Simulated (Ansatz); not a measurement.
RbBr, CsCl type (r2SCAN geometry), in Ansatz:

```
CELL_PARAMETERS angstrom
4.12793 0.00000 0.00000
0.00000 4.12793 0.00000
0.00000 0.00000 4.12793
ATOMIC_POSITIONS crystal
Rb 0.00000 0.00000 0.00000
Br 0.50000 0.50000 0.50000
```

G0W0@r2SCAN with 264 empty bands, a screening cutoff of 140 eV and a 4×4×4 mesh (PAW, contour deformation) gives 6.770 eV over the mesh points, from an r2SCAN gap of 4.822 eV; it sums over 272 bands with 251 plane waves in the screening and a wave cutoff of 500 eV. No extrapolation in bands, cutoff or mesh was made for G0W0. The cell comes from a prototype generator: it can be a known phase or a hypothetical one. Spin polarisation is off.

Problem. Estimate the gap with starting point PBE.

Solution. 6.410 eV (-0.360 eV), from a Kohn-Sham gap of 4.076 eV.

Problem. Another run gave a Kohn-Sham gap of 4.822 eV and a G0W0 gap of 6.713 eV, summing over 272 bands with 251 plane waves in the screening and a wave cutoff of 840 eV. What was changed?

Solution. Potentials of the kind norm-conserving. The wave cutoff gives it away.

Problem. Estimate the gap with starting point LDA.

Solution. 6.230 eV (-0.540 eV), from a Kohn-Sham gap of 3.667 eV.

Spin-orbit coupling is left out.
